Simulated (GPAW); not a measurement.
# PtSe2 (Sudovikovite) (P-3m1) in GPAW: a series of runs, part 2 of 2

GPAW 26.7.0. The steps go on from the part before.

## 4. Band structure, SCAN, spin-orbit coupling, no magnetisation

File run.py:

```python
import numpy as np
from ase import Atoms
from ase.dft.bandgap import bandgap
from ase.io import write
from ase.units import GPa
from gpaw import GPAW, PW
from gpaw.spinorbit import soc_eigenstates

atoms = Atoms(['Pt', 'Se', 'Se'],
              cell=[[3.724, 0.0, 0.0],
                    [-1.862, 3.2250786037, 0.0],
                    [0.0, 0.0, 5.062]],
              scaled_positions=[[0.0, 0.0, 0.0],
                                [0.6666666667, 0.3333333333, 0.75],
                                [0.3333333333, 0.6666666667, 0.25]],
              pbc=True)

calc = GPAW(mode=PW(600),
            xc='MGGA_X_SCAN+MGGA_C_SCAN',
            kpts={'size': (6, 6, 4), 'gamma': True},
            occupations={'name': 'fermi-dirac', 'width': 0.05},
            nbands=26,
            convergence={'density': 1e-05, 'energy': 1e-05},
            maxiter=150,
            txt='gpaw.txt')
atoms.calc = calc
energy = atoms.get_potential_energy()
forces = atoms.get_forces()
stress = atoms.get_stress()
calc.write('gs.gpw')
write('result.traj', atoms)
print(f'Energy: {energy:.6f} eV')
print('Forces (eV/A):')
print(forces.round(4))
print('Stress (GPa):', (stress / GPa).round(3))
print('Fermi level:', round(calc.get_fermi_level(), 4), 'eV')
print(f'Gap: {bandgap(calc)[0]:.4f} eV, direct: {bandgap(calc, direct=True)[0]:.4f} eV')

path = atoms.cell.bandpath('GMKGALHA,LM,KH', npoints=60, eps=1e-4)
bs_calc = calc.fixed_density(kpts=path, symmetry='off', nbands=41,
                             convergence={'bands': 'CBM+6.0', 'eigenstates': 1e-6}, txt='bands.txt')
bs = bs_calc.band_structure()
bs.write('bs.json')
print(f'Gap on the path: {bandgap(bs_calc)[0]:.4f} eV')

soc = soc_eigenstates(bs_calc, theta=0, phi=0, ignore_xc_potential=True)
np.savetxt('soc_bands.dat', soc.eigenvalues(), fmt='%.4f')
mesh = soc_eigenstates('gs.gpw', theta=0, phi=0, ignore_xc_potential=True)
np.savetxt('soc_mesh.dat', mesh.eigenvalues(), fmt='%.4f')
print('Fermi level with spin-orbit coupling:', round(mesh.fermi_level, 4), 'eV')
```

Potentials or basis: GPAW PAW data sets (gpaw-data 1.2.1), pw.

Started as:

```
OMP_NUM_THREADS=1 python run.py
```

Run time: 4 min. Hardware: 1 thread of Arm Neoverse V1, shared host; peak memory 0.48 GiB.

The run converged. Its results:

```
Free energy             : -82.6925 eV
Pressure                : 1.7 GPa
Largest force           : 0.036 eV/Å
Band gap along the path : none (metal or under the smearing width)
```

Forces in eV/Å, atoms in the order of the input:
```
Pt   0.000  0.000  0.000
Se   0.000  0.000 -0.036
Se   0.000  0.000  0.036
```

Stress tensor (GPa, compression positive):
```
1.37 0.00 0.00
0.00 1.37 0.00
0.00 0.00 2.46
```

Levels at the corners of the path, in eV from the Fermi level:
```csv
point,band 25,band 26,band 27,band 28,band 29,band 30,band 31,band 32
Γ,-1.01,-1.01,0.32,0.32,1.42,1.42,1.53,1.53
M,-3.65,-3.65,-3.17,-3.17,0.72,0.72,2.40,2.40
K,-2.24,-2.24,-2.12,-2.12,0.04,0.04,0.17,0.17
Γ,-1.01,-1.01,0.32,0.32,1.42,1.42,1.53,1.53
A,-1.95,-1.95,-1.48,-1.48,2.32,2.32,2.38,2.38
L,-3.20,-3.20,-1.57,-1.57,1.01,1.01,1.59,1.59
H,-2.94,-2.94,-2.79,-2.79,2.01,2.01,2.10,2.10
A,-1.95,-1.95,-1.48,-1.48,2.32,2.32,2.38,2.38
L,-3.20,-3.20,-1.57,-1.57,1.01,1.01,1.59,1.59
M,-3.65,-3.65,-3.17,-3.17,0.72,0.72,2.40,2.40
K,-2.24,-2.24,-2.12,-2.12,0.04,0.04,0.17,0.17
H,-2.94,-2.94,-2.79,-2.79,2.01,2.01,2.10,2.10
```

Caveat: spin-orbit coupling was added after a scalar SCF, so levels and gaps hold it while energy, forces, pressure and moments don't; this program's spin-orbit splittings come out too wide for heavy elements; the PAW data sets were made with another functional, which shifts forces and pressure a little.

## 5. Band structure, LDA, spin-orbit coupling, no magnetisation

File run.py:

```python
import numpy as np
from ase.dft.bandgap import bandgap
from ase.io import read, write
from ase.units import GPa
from gpaw import GPAW, PW
from gpaw.spinorbit import soc_eigenstates

atoms = read('PtSe2.xyz')

calc = GPAW(mode=PW(600),
            xc='LDA',
            kpts={'size': (6, 6, 4), 'gamma': True},
            occupations={'name': 'fermi-dirac', 'width': 0.05},
            nbands=26,
            convergence={'density': 1e-05, 'energy': 1e-05},
            maxiter=150,
            txt='gpaw.txt')
atoms.calc = calc
energy = atoms.get_potential_energy()
forces = atoms.get_forces()
stress = atoms.get_stress()
calc.write('gs.gpw')
write('result.traj', atoms)
print(f'Energy: {energy:.6f} eV')
print('Forces (eV/A):')
print(forces.round(4))
print('Stress (GPa):', (stress / GPa).round(3))
print('Fermi level:', round(calc.get_fermi_level(), 4), 'eV')
print(f'Gap: {bandgap(calc)[0]:.4f} eV, direct: {bandgap(calc, direct=True)[0]:.4f} eV')

path = atoms.cell.bandpath('GMKGALHA,LM,KH', npoints=100, eps=1e-4)
bs_calc = calc.fixed_density(kpts=path, symmetry='off', nbands=41,
                             convergence={'bands': 'CBM+6.0', 'eigenstates': 1e-6}, txt='bands.txt')
bs = bs_calc.band_structure()
bs.write('bs.json')
print(f'Gap on the path: {bandgap(bs_calc)[0]:.4f} eV')

soc = soc_eigenstates(bs_calc, theta=0, phi=0)
np.savetxt('soc_bands.dat', soc.eigenvalues(), fmt='%.4f')
mesh = soc_eigenstates('gs.gpw', theta=0, phi=0)
np.savetxt('soc_mesh.dat', mesh.eigenvalues(), fmt='%.4f')
print('Fermi level with spin-orbit coupling:', round(mesh.fermi_level, 4), 'eV')
```

File PtSe2.xyz:

```xyz
3
Lattice="3.7240000000 0.0000000000 0.0000000000 -1.8620000000 3.2250786037 0.0000000000 0.0000000000 0.0000000000 5.0620000000" Properties=species:S:1:pos:R:3 pbc="T T T"
Pt     0.0000000000      0.0000000000      0.0000000000
Se     1.8620000002      1.0750262011      3.7965000000
Se    -0.0000000002      2.1500524026      1.2655000000
```

Potentials or basis: the program's PAW data sets (release 1.2.1) made for this functional, pw.

Started as:

```
OMP_NUM_THREADS=1 python run.py
```

It took 90 s on 1 thread of Arm Neoverse V2, shared host; peak memory 0.42 GiB.

It converged, with:

| Item | Value |
| --- | --- |
| Free energy | -17.4498 eV |
| Pressure | -0.7 GPa |
| Largest force | 0.186 eV/Å |
| Band gap along the path | none (metal or under the smearing width) |

Forces on the atoms (eV/Å):
```
Pt   0.000  0.000  0.000
Se   0.000  0.000 -0.186
Se   0.000  0.000  0.186
```

Stress tensor (GPa, compression positive):
```
-0.36  0.00  0.00
 0.00 -0.36  0.00
 0.00  0.00 -1.37
```

Levels at the corners of the path, in eV from the Fermi level:
| point | band 24 | band 25 | band 26 | band 27 | band 28 | band 29 | band 30 | band 31 | band 32 | band 33 |
| --- | --- | --- | --- | --- | --- | --- | --- | --- | --- | --- |
| Γ | -1.42 | -0.80 | -0.80 | 0.40 | 0.40 | 1.37 | 1.37 | 1.49 | 1.49 | 3.49 |
| M | -3.39 | -3.22 | -3.22 | -2.73 | -2.73 | 0.64 | 0.64 | 2.31 | 2.31 | 4.72 |
| K | -2.70 | -1.92 | -1.92 | -1.70 | -1.70 | -0.09 | -0.09 | 0.08 | 0.08 | 4.01 |
| Γ | -1.42 | -0.80 | -0.80 | 0.40 | 0.40 | 1.37 | 1.37 | 1.49 | 1.49 | 3.49 |
| A | -1.74 | -1.67 | -1.67 | -1.27 | -1.27 | 2.23 | 2.23 | 2.30 | 2.30 | 4.60 |
| L | -2.91 | -2.86 | -2.86 | -1.33 | -1.33 | 0.95 | 0.95 | 1.47 | 1.47 | 4.50 |
| H | -3.61 | -2.52 | -2.52 | -2.29 | -2.29 | 1.91 | 1.91 | 2.00 | 2.00 | 6.50 |
| A | -1.74 | -1.67 | -1.67 | -1.27 | -1.27 | 2.23 | 2.23 | 2.30 | 2.30 | 4.60 |
| L | -2.91 | -2.86 | -2.86 | -1.33 | -1.33 | 0.95 | 0.95 | 1.47 | 1.47 | 4.50 |
| M | -3.39 | -3.22 | -3.22 | -2.73 | -2.73 | 0.64 | 0.64 | 2.31 | 2.31 | 4.72 |
| K | -2.70 | -1.92 | -1.92 | -1.70 | -1.70 | -0.09 | -0.09 | 0.08 | 0.08 | 4.01 |
| H | -3.61 | -2.52 | -2.52 | -2.29 | -2.29 | 1.91 | 1.91 | 2.00 | 2.00 | 6.50 |

Caveat: spin-orbit coupling was added after a scalar SCF, so levels and gaps hold it while energy, forces, pressure and moments don't; this program's spin-orbit splittings come out too wide for heavy elements.

## 6. Band structure, BEEF-vdW, spin-orbit coupling, no magnetisation

Edit run.py of step 5 so:

```diff
@@ -3,3 +3,2 @@
 from ase.io import read, write
-from ase.units import GPa
 from gpaw import GPAW, PW
@@ -7,6 +6,6 @@
 
-atoms = read('PtSe2.xyz')
+atoms = read('PtSe2.cif')
 
 calc = GPAW(mode=PW(600),
-            xc='LDA',
+            xc={'name': 'BEEF-vdW', 'backend': 'libvdwxc'},
             kpts={'size': (6, 6, 4), 'gamma': True},
@@ -20,3 +19,2 @@
 forces = atoms.get_forces()
-stress = atoms.get_stress()
 calc.write('gs.gpw')
@@ -26,3 +24,2 @@
 print(forces.round(4))
-print('Stress (GPa):', (stress / GPa).round(3))
 print('Fermi level:', round(calc.get_fermi_level(), 4), 'eV')
@@ -30,3 +27,3 @@
 
-path = atoms.cell.bandpath('GMKGALHA,LM,KH', npoints=100, eps=1e-4)
+path = atoms.cell.bandpath('GMKGALHA,LM,KH', npoints=60, eps=1e-4)
 bs_calc = calc.fixed_density(kpts=path, symmetry='off', nbands=41,
@@ -37,5 +34,5 @@
 
-soc = soc_eigenstates(bs_calc, theta=0, phi=0)
+soc = soc_eigenstates(bs_calc, theta=54.7, phi=45)
 np.savetxt('soc_bands.dat', soc.eigenvalues(), fmt='%.4f')
-mesh = soc_eigenstates('gs.gpw', theta=0, phi=0)
+mesh = soc_eigenstates('gs.gpw', theta=54.7, phi=45)
 np.savetxt('soc_mesh.dat', mesh.eigenvalues(), fmt='%.4f')
```

File PtSe2.cif:

```cif
data_PtSe2
_cell_length_a 3.72400000
_cell_length_b 3.72400000
_cell_length_c 5.06200000
_cell_angle_alpha 90.00000000
_cell_angle_beta 90.00000000
_cell_angle_gamma 120.00000000
_space_group_name_H-M_alt 'P1'
_space_group_name_Hall 'P 1'
_space_group_IT_number 1
loop_
_space_group_symop_operation_xyz
'x,y,z'
loop_
_atom_site_label
_atom_site_type_symbol
_atom_site_symmetry_multiplicity
_atom_site_Wyckoff_symbol
_atom_site_fract_x
_atom_site_fract_y
_atom_site_fract_z
_atom_site_occupancy
Pt1 Pt 1 a 0.0000000000 0.0000000000 0.0000000000 1
Se1 Se 1 a 0.6666666667 0.3333333333 0.7500000000 1
Se2 Se 1 a 0.3333333333 0.6666666667 0.2500000000 1
```

Potentials or basis: GPAW PAW data sets (gpaw-data 1.2.1), pw.

Started as:

```
OMP_NUM_THREADS=1 python run.py
```

Wall time 61 s (1 thread of Arm Neoverse V2, shared host); peak memory 0.37 GiB.

The run converged. Its results:

- Free energy: -518.6261 eV
- Largest force: 0.971 eV/Å
- Band gap along the path: none (metal or under the smearing width)

Forces in eV/Å, atoms in the order of the input:
```
Pt   0.000  0.000  0.000
Se   0.000  0.000 -0.971
Se   0.000  0.000  0.971
```

Levels at the corners of the path, in eV from the Fermi level:
| point | band 26 | band 27 | band 28 | band 29 | band 30 | band 31 |
| --- | --- | --- | --- | --- | --- | --- |
| Γ | -0.82 | 0.38 | 0.38 | 1.32 | 1.32 | 1.44 |
| M | -3.29 | -2.73 | -2.73 | 0.66 | 0.66 | 2.24 |
| K | -1.96 | -1.75 | -1.75 | -0.05 | -0.05 | 0.10 |
| Γ | -0.82 | 0.38 | 0.38 | 1.32 | 1.32 | 1.44 |
| A | -1.65 | -1.29 | -1.29 | 2.16 | 2.16 | 2.24 |
| L | -2.87 | -1.33 | -1.33 | 0.93 | 0.93 | 1.48 |
| H | -2.58 | -2.36 | -2.36 | 1.88 | 1.88 | 1.97 |
| A | -1.65 | -1.29 | -1.29 | 2.16 | 2.16 | 2.24 |
| L | -2.87 | -1.33 | -1.33 | 0.93 | 0.93 | 1.48 |
| M | -3.29 | -2.73 | -2.73 | 0.66 | 0.66 | 2.24 |
| K | -1.96 | -1.75 | -1.75 | -0.05 | -0.05 | 0.10 |
| H | -2.58 | -2.36 | -2.36 | 1.88 | 1.88 | 1.97 |

Caveat: spin-orbit coupling was added after a scalar SCF, so levels and gaps hold it while energy, forces, pressure and moments don't; this program's spin-orbit splittings come out too wide for heavy elements; the PAW data sets were made with another functional, which shifts forces and pressure a little.

## 7. Overview

```tsv
task	level	potentials or basis	spin	band path	band points	data set	spin axis theta (degrees)	spin axis phi (degrees)	pressure (GPa)	largest force (eV/Å)
equation of state	vdW-DF2	GPAW PAW data sets (gpaw-data 1.2.1), pw	off	-	-	-	-	-	-	-
band structure	LDA	JTH PAW 2.0, LDA, pw	off	GMKGALHA,LM,KH	60	Pt jth, Se jth	-	-	-0.2	0.24
band structure	SCAN	GPAW PAW data sets (gpaw-data 1.2.1), pw	SOC, no magnetisation	GMKGALHA,LM,KH	60	-	0	0	1.7	0.04
band structure	LDA	the program's PAW data sets (release 1.2.1) made for this functional, pw	SOC, no magnetisation	GMKGALHA,LM,KH	100	-	0	0	-0.7	0.19
band structure	BEEF-vdW	GPAW PAW data sets (gpaw-data 1.2.1), pw	SOC, no magnetisation	GMKGALHA,LM,KH	60	-	54.7	45	-	0.97
```

Alike in all rows: cell as given; k mesh 6 × 6 × 4; cutoff (eV) 600; smearing fermi-dirac 0.05 eV.

Caveats: the PAW data sets were made with another functional, which shifts forces and pressure a little (some runs); spin-orbit coupling was added after a scalar SCF, so levels and gaps hold it while energy, forces, pressure and moments don't (some runs); this program's spin-orbit splittings come out too wide for heavy elements (some runs); the program truncates these outside data sets (some runs); spin-orbit coupling is left out, which moves the levels of the heavy elements (some runs).

Absolute energies hang on the potentials; compare differences alone.
